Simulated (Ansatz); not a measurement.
# AgCl: consecutive steps of a trajectory

Method: DFT PBE+D3(BJ), scalar-relativistic, plane waves, PAW in Ansatz. Cutoff 420 eV, shifted (0.5, 0.5, 0.5 steps) 2×2×2 k-points, Fermi–Dirac smearing of 0.16 eV. The mesh is coarse. No spin polarisation.

16 atoms, starting at 1.06 times the perfect crystal's volume (space group Pm-3m, the cell as given, not relaxed at this level); Nosé–Hoover thermostat at 1800 K, fixed cell; 42 steps of 3 fs. The run is short and not equilibrated.

Positions in Å, velocities in 0.01 Å/fs, forces in eV/Å; dE is the potential energy from the first frame shown.

```xyz
16
Lattice="7.0027 0.0000 0.0000 0.0000 -7.0027 0.0000 0.0000 0.0000 -7.0027" Properties=species:S:1:pos:R:3:v100:R:3:forces:R:3 pbc="T T T" time_fs=42.00 dE_eV=0.0000 T_K=1360
Ag   -0.1922   -3.5602   -3.5068   -0.4438   -0.1560   -0.0070    0.1208   -0.1138    0.0484
Ag   -0.1848   -3.3441    0.1934   -0.4346    0.3841    0.4791    0.0618    0.0767    0.1496
Ag    0.0272   -0.3083   -3.2800    0.1835   -0.6509    0.4471    1.4603    1.0224   -1.0549
Ag   -0.0010    0.0236   -0.0860    0.0142    0.0646   -0.2086    0.1369    0.0512   -0.0283
Ag    3.4574   -3.5050   -3.7047   -0.1184   -0.0175   -0.4596   -0.1080   -0.0293    0.2597
Ag    3.7039   -3.5367    0.0209    0.4724   -0.0793    0.0544   -0.1023    0.1136    0.0887
Ag    3.3651    0.1381   -3.5044   -0.3327    0.3242    0.0235    0.0021   -0.1443    0.2823
Ag    3.6954    0.0147    0.0563    0.4426    0.0294    0.1201   -0.1617   -0.0601   -0.1211
Cl    2.0291   -1.7230   -1.9677    0.6877   -0.0079   -0.1881    0.1371   -0.1532    0.7325
Cl    1.9926   -1.7419   -5.2074   -0.1587   -0.0270   -0.2683   -1.7679   -0.0543   -0.8514
Cl    1.5736   -5.2437   -1.9280   -0.9141    0.0460   -0.2124   -1.1094    0.0753    0.4126
Cl    2.2202   -5.2923   -5.1935    0.9570   -0.0129   -0.1701   -0.3926    0.1568   -0.7753
Cl    5.4397   -1.3935   -2.0805    0.3333    0.6743   -0.1665   -1.0074   -0.8066    1.7934
Cl    4.8860   -1.8137   -5.1105   -0.3060   -0.4834   -0.1064    1.3708   -0.6770   -0.9561
Cl    4.7540   -4.9305   -1.8760   -1.0191    0.9266   -0.1309    0.4876    0.1892    0.3062
Cl    5.5240   -5.6513   -5.2372    1.0797   -0.8070   -0.1234    0.8719    0.3535   -0.2862
16
Lattice="7.0027 0.0000 0.0000 0.0000 -7.0027 0.0000 0.0000 0.0000 -7.0027" Properties=species:S:1:pos:R:3:v100:R:3:forces:R:3 pbc="T T T" time_fs=45.00 dE_eV=0.0088 T_K=1359
Ag   -0.2055   -3.5649   -3.5070   -0.4412   -0.1593   -0.0056    0.1264   -0.1174    0.0534
Ag   -0.1979   -3.3325    0.2078   -0.4335    0.3868    0.4840    0.0730    0.0837    0.1597
Ag    0.0333   -0.3275   -3.2670    0.2261   -0.6229    0.4172    1.6916    1.1430   -1.2231
Ag   -0.0006    0.0256   -0.0923    0.0181    0.0660   -0.2098    0.1524    0.0459   -0.0380
Ag    3.4538   -3.5055   -3.7184   -0.1217   -0.0180   -0.4531   -0.1234   -0.0059    0.2821
Ag    3.7181   -3.5390    0.0226    0.4702   -0.0760    0.0572   -0.1187    0.1472    0.1193
Ag    3.3552    0.1478   -3.5036   -0.3331    0.3203    0.0315    0.0135   -0.1827    0.3068
Ag    3.7086    0.0156    0.0598    0.4389    0.0277    0.1169   -0.1667   -0.0680   -0.1272
Cl    2.0499   -1.7235   -1.9725    0.7007   -0.0200   -0.1288    0.1550   -0.1425    0.7253
Cl    1.9857   -1.7428   -5.2165   -0.3040   -0.0309   -0.3383   -1.7822   -0.0419   -0.8504
Cl    1.5448   -5.2422   -1.9338   -1.0063    0.0526   -0.1797   -1.1122    0.0858    0.3936
Cl    2.2485   -5.2924   -5.1996    0.9260   -0.0008   -0.2350   -0.4029    0.1404   -0.8061
Cl    5.4484   -1.3742   -2.0833    0.2413    0.6046   -0.0147   -1.2580   -0.9257    1.9274
Cl    4.8785   -1.8290   -5.1149   -0.1940   -0.5384   -0.1840    1.3825   -0.6510   -0.9392
Cl    4.7240   -4.9024   -1.8795   -0.9793    0.9407   -0.1073    0.5274    0.1204    0.2765
Cl    5.5574   -5.6751   -5.2412    1.1514   -0.7787   -0.1459    0.8424    0.3689   -0.2600
16
Lattice="7.0027 0.0000 0.0000 0.0000 -7.0027 0.0000 0.0000 0.0000 -7.0027" Properties=species:S:1:pos:R:3:v100:R:3:forces:R:3 pbc="T T T" time_fs=48.00 dE_eV=-0.0173 T_K=1378
Ag   -0.2187   -3.5698   -3.5072   -0.4385   -0.1628   -0.0041    0.1314   -0.1195    0.0591
Ag   -0.2108   -3.3209    0.2224   -0.4321    0.3899    0.4892    0.0881    0.0891    0.1669
Ag    0.0408   -0.3457   -3.2549    0.2745   -0.5922    0.3833    1.8796    1.2213   -1.3600
Ag    0.0000    0.0276   -0.0986    0.0225    0.0673   -0.2114    0.1705    0.0370   -0.0521
Ag    3.4501   -3.5061   -3.7319   -0.1255   -0.0178   -0.4461   -0.1420    0.0238    0.3009
Ag    3.7321   -3.5412    0.0243    0.4676   -0.0717    0.0610   -0.1391    0.1838    0.1554
Ag    3.3452    0.1573   -3.5025   -0.3332    0.3154    0.0401    0.0221   -0.2203    0.3287
Ag    3.7217    0.0164    0.0633    0.4352    0.0258    0.1137   -0.1698   -0.0761   -0.1317
Cl    2.0711   -1.7242   -1.9754    0.7151   -0.0310   -0.0706    0.1653   -0.1262    0.7051
Cl    1.9743   -1.7437   -5.2277   -0.4495   -0.0340   -0.4078   -1.7647   -0.0315   -0.8355
Cl    1.5132   -5.2405   -1.9387   -1.0985    0.0602   -0.1489   -1.0986    0.0978    0.3688
Cl    2.2758   -5.2923   -5.2076    0.8945    0.0098   -0.3022   -0.4089    0.1173   -0.8279
Cl    5.4541   -1.3572   -2.0813    0.1304    0.5266    0.1464   -1.4652   -1.0082    2.0167
Cl    4.8744   -1.8460   -5.1215   -0.0819   -0.5910   -0.2597    1.3688   -0.6115   -0.9062
Cl    4.6952   -4.8740   -1.8824   -0.9364    0.9489   -0.0865    0.5644    0.0390    0.2361
Cl    5.5930   -5.6981   -5.2459    1.2205   -0.7494   -0.1660    0.7983    0.3842   -0.2243
16
Lattice="7.0027 0.0000 0.0000 0.0000 -7.0027 0.0000 0.0000 0.0000 -7.0027" Properties=species:S:1:pos:R:3:v100:R:3:forces:R:3 pbc="T T T" time_fs=51.00 dE_eV=-0.0821 T_K=1417
Ag   -0.2318   -3.5747   -3.5073   -0.4358   -0.1664   -0.0025    0.1357   -0.1199    0.0653
Ag   -0.2238   -3.3091    0.2372   -0.4304    0.3931    0.4948    0.1084    0.0923    0.1701
Ag    0.0498   -0.3630   -3.2440    0.3271   -0.5603    0.3464    1.9969    1.2434   -1.4473
Ag    0.0008    0.0296   -0.1050    0.0274    0.0682   -0.2135    0.1915    0.0238   -0.0718
Ag    3.4463   -3.5066   -3.7452   -0.1299   -0.0167   -0.4387   -0.1639    0.0591    0.3157
Ag    3.7461   -3.5433    0.0262    0.4645   -0.0663    0.0659   -0.1640    0.2225    0.1967
Ag    3.3352    0.1667   -3.5012   -0.3332    0.3097    0.0492    0.0270   -0.2550    0.3475
Ag    3.7347    0.0172    0.0667    0.4315    0.0237    0.1103   -0.1709   -0.0842   -0.1347
Cl    2.0928   -1.7253   -1.9767    0.7300   -0.0405   -0.0145    0.1657   -0.1044    0.6718
Cl    1.9587   -1.7448   -5.2410   -0.5927   -0.0363   -0.4758   -1.7170   -0.0240   -0.8071
Cl    1.4788   -5.2386   -1.9428   -1.1893    0.0689   -0.1203   -1.0687    0.1114    0.3392
Cl    2.3021   -5.2919   -5.2177    0.8629    0.0181   -0.3709   -0.4102    0.0871   -0.8395
Cl    5.4563   -1.3426   -2.0745    0.0055    0.4440    0.3127   -1.5985   -1.0396    2.0444
Cl    4.8736   -1.8645   -5.1304    0.0283   -0.6400   -0.3323    1.3303   -0.5584   -0.8567
Cl    4.6678   -4.8455   -1.8847   -0.8909    0.9503   -0.0695    0.5978   -0.0541    0.1844
Cl    5.6307   -5.7201   -5.2512    1.2859   -0.7189   -0.1828    0.7399    0.4001   -0.1783
16
Lattice="7.0027 0.0000 0.0000 0.0000 -7.0027 0.0000 0.0000 0.0000 -7.0027" Properties=species:S:1:pos:R:3:v100:R:3:forces:R:3 pbc="T T T" time_fs=54.00 dE_eV=-0.1854 T_K=1477
Ag   -0.2448   -3.5797   -3.5073   -0.4331   -0.1699   -0.0006    0.1392   -0.1185    0.0720
Ag   -0.2367   -3.2973    0.2521   -0.4281    0.3965    0.5004    0.1356    0.0919    0.1680
Ag    0.0604   -0.3793   -3.2341    0.3819   -0.5288    0.3079    2.0243    1.2031   -1.4726
Ag    0.0017    0.0317   -0.1114    0.0329    0.0688   -0.2163    0.2158    0.0053   -0.0985
Ag    3.4423   -3.5071   -3.7582   -0.1349   -0.0146   -0.4311   -0.1889    0.0988    0.3263
Ag    3.7600   -3.5452    0.0283    0.4607   -0.0600    0.0719   -0.1937    0.2621    0.2425
Ag    3.3252    0.1759   -3.4996   -0.3332    0.3032    0.0589    0.0278   -0.2850    0.3624
Ag    3.7476    0.0178    0.0699    0.4279    0.0214    0.1069   -0.1698   -0.0920   -0.1362
Cl    2.1149   -1.7267   -1.9763    0.7448   -0.0480    0.0385    0.1543   -0.0777    0.6259
Cl    1.9388   -1.7459   -5.2562   -0.7313   -0.0382   -0.5411   -1.6425   -0.0204   -0.7658
Cl    1.4418   -5.2364   -1.9460   -1.2775    0.0788   -0.0942   -1.0230    0.1266    0.3062
Cl    2.3275   -5.2912   -5.2299    0.8314    0.0238   -0.4404   -0.4068    0.0500   -0.8399
Cl    5.4545   -1.3306   -2.0626   -0.1267    0.3612    0.4787   -1.6358   -1.0125    1.9995
Cl    4.8761   -1.8844   -5.1415    0.1346   -0.6844   -0.4004    1.2686   -0.4916   -0.7900
Cl    4.6418   -4.8170   -1.8866   -0.8428    0.9438   -0.0572    0.6267   -0.1572    0.1209
Cl    5.6702   -5.7412   -5.2569    1.3464   -0.6871   -0.1954    0.6681    0.4171   -0.1206
16
Lattice="7.0027 0.0000 0.0000 0.0000 -7.0027 0.0000 0.0000 0.0000 -7.0027" Properties=species:S:1:pos:R:3:v100:R:3:forces:R:3 pbc="T T T" time_fs=57.00 dE_eV=-0.3210 T_K=1554
Ag   -0.2578   -3.5849   -3.5073   -0.4304   -0.1735    0.0014    0.1417   -0.1152    0.0786
Ag   -0.2495   -3.2854    0.2672   -0.4250    0.3998    0.5061    0.1719    0.0864    0.1587
Ag    0.0727   -0.3947   -3.2255    0.4363   -0.4991    0.2697    1.9573    1.1046   -1.4334
Ag    0.0028    0.0337   -0.1179    0.0392    0.0687   -0.2199    0.2434   -0.0194   -0.1333
Ag    3.4382   -3.5075   -3.7710   -0.1407   -0.0114   -0.4233   -0.2165    0.1416    0.3330
Ag    3.7738   -3.5469    0.0306    0.4562   -0.0526    0.0793   -0.2283    0.3009    0.2910
Ag    3.3152    0.1849   -3.4977   -0.3334    0.2959    0.0689    0.0243   -0.3087    0.3729
Ag    3.7604    0.0184    0.0731    0.4244    0.0189    0.1035   -0.1666   -0.0992   -0.1366
Cl    2.1375   -1.7282   -1.9744    0.7582   -0.0533    0.0874    0.1298   -0.0469    0.5683
Cl    1.9148   -1.7471   -5.2734   -0.8635   -0.0400   -0.6029   -1.5453   -0.0208   -0.7129
Cl    1.4022   -5.2339   -1.9484   -1.3618    0.0900   -0.0708   -0.9626    0.1430    0.2707
Cl    2.3520   -5.2904   -5.2441    0.8006    0.0262   -0.5097   -0.3988    0.0064   -0.8285
Cl    5.4487   -1.3210   -2.0457   -0.2580    0.2827    0.6385   -1.5698   -0.9294    1.8813
Cl    4.8817   -1.9055   -5.1545    0.2352   -0.7230   -0.4625    1.1855   -0.4109   -0.7052
Cl    4.6172   -4.7888   -1.8881   -0.7927    0.9287   -0.0505    0.6503   -0.2683    0.0457
Cl    5.7115   -5.7613   -5.2629    1.4009   -0.6539   -0.2029    0.5837    0.4360   -0.0503
16
Lattice="7.0027 0.0000 0.0000 0.0000 -7.0027 0.0000 0.0000 0.0000 -7.0027" Properties=species:S:1:pos:R:3:v100:R:3:forces:R:3 pbc="T T T" time_fs=60.00 dE_eV=-0.4776 T_K=1642
Ag   -0.2706   -3.5901   -3.5072   -0.4277   -0.1770    0.0036    0.1431   -0.1100    0.0846
Ag   -0.2622   -3.2733    0.2825   -0.4209    0.4030    0.5114    0.2195    0.0737    0.1398
Ag    0.0866   -0.4093   -3.2180    0.4880   -0.4726    0.2331    1.8067    0.9608   -1.3375
Ag    0.0040    0.0358   -0.1246    0.0462    0.0680   -0.2247    0.2741   -0.0508   -0.1773
Ag    3.4339   -3.5077   -3.7836   -0.1473   -0.0071   -0.4154   -0.2462    0.1857    0.3356
Ag    3.7874   -3.5484    0.0331    0.4508   -0.0441    0.0880   -0.2678    0.3367    0.3402
Ag    3.3052    0.1936   -3.4955   -0.3337    0.2882    0.0792    0.0166   -0.3249    0.3789
Ag    3.7731    0.0190    0.0761    0.4212    0.0162    0.1002   -0.1613   -0.1054   -0.1361
Cl    2.1604   -1.7299   -1.9711    0.7693   -0.0559    0.1314    0.0916   -0.0132    0.5001
Cl    1.8870   -1.7483   -5.2924   -0.9874   -0.0420   -0.6602   -1.4304   -0.0252   -0.6496
Cl    1.3601   -5.2310   -1.9502   -1.4411    0.1026   -0.0504   -0.8885    0.1603    0.2342
Cl    2.3756   -5.2896   -5.2604    0.7706    0.0247   -0.5778   -0.3867   -0.0430   -0.8049
Cl    5.4390   -1.3136   -2.0243   -0.3805    0.2127    0.7866   -1.4094   -0.8017    1.6996
Cl    4.8902   -1.9277   -5.1692    0.3286   -0.7546   -0.5171    1.0831   -0.3158   -0.6006
Cl    4.5942   -4.7613   -1.8896   -0.7409    0.9045   -0.0505    0.6676   -0.3848   -0.0405
Cl    5.7543   -5.7804   -5.2691    1.4484   -0.6191   -0.2041    0.4880    0.4575    0.0335
```

Problem. What is the next frame?

Solution.
```xyz
16
Lattice="7.0027 0.0000 0.0000 0.0000 -7.0027 0.0000 0.0000 0.0000 -7.0027" Properties=species:S:1:pos:R:3:v100:R:3:forces:R:3 pbc="T T T" time_fs=63.00 dE_eV=-0.6399 T_K=1735
Ag   -0.2834   -3.5955   -3.5071   -0.4251   -0.1803    0.0059    0.1430   -0.1029    0.0894
Ag   -0.2747   -3.2612    0.2979   -0.4153    0.4058    0.5161    0.2812    0.0510    0.1083
Ag    0.1020   -0.4231   -3.2115    0.5351   -0.4504    0.1997    1.5955    0.7903   -1.2008
Ag    0.0055    0.0378   -0.1314    0.0542    0.0663   -0.2308    0.3074   -0.0895   -0.2310
Ag    3.4293   -3.5079   -3.7960   -0.1547   -0.0015   -0.4076   -0.2773    0.2296    0.3345
Ag    3.8008   -3.5496    0.0358    0.4442   -0.0348    0.0980   -0.3119    0.3671    0.3865
Ag    3.2952    0.2022   -3.4929   -0.3343    0.2802    0.0896    0.0057   -0.3332    0.3802
Ag    3.7856    0.0194    0.0791    0.4181    0.0133    0.0968   -0.1538   -0.1101   -0.1348
Cl    2.1837   -1.7316   -1.9665    0.7768   -0.0556    0.1695    0.0392    0.0221    0.4231
Cl    1.8556   -1.7496   -5.3130   -1.1018   -0.0445   -0.7122   -1.3021   -0.0328   -0.5776
Cl    1.3157   -5.2277   -1.9514   -1.5142    0.1168   -0.0329   -0.8024    0.1782    0.1978
Cl    2.3982   -5.2889   -5.2788    0.7417    0.0191   -0.6438   -0.3711   -0.0967   -0.7693
Cl    5.4258   -1.3082   -1.9985   -0.4873    0.1541    0.9185   -1.1762   -0.6461    1.4723
Cl    4.9014   -1.9508   -5.1855    0.4131   -0.7780   -0.5625    0.9622   -0.2055   -0.4740
Cl    4.5728   -4.7346   -1.8912   -0.6880    0.8707   -0.0578    0.6776   -0.5037   -0.1354
Cl    5.7984   -5.7985   -5.2751    1.4880   -0.5824   -0.1979    0.3828    0.4821    0.1309
```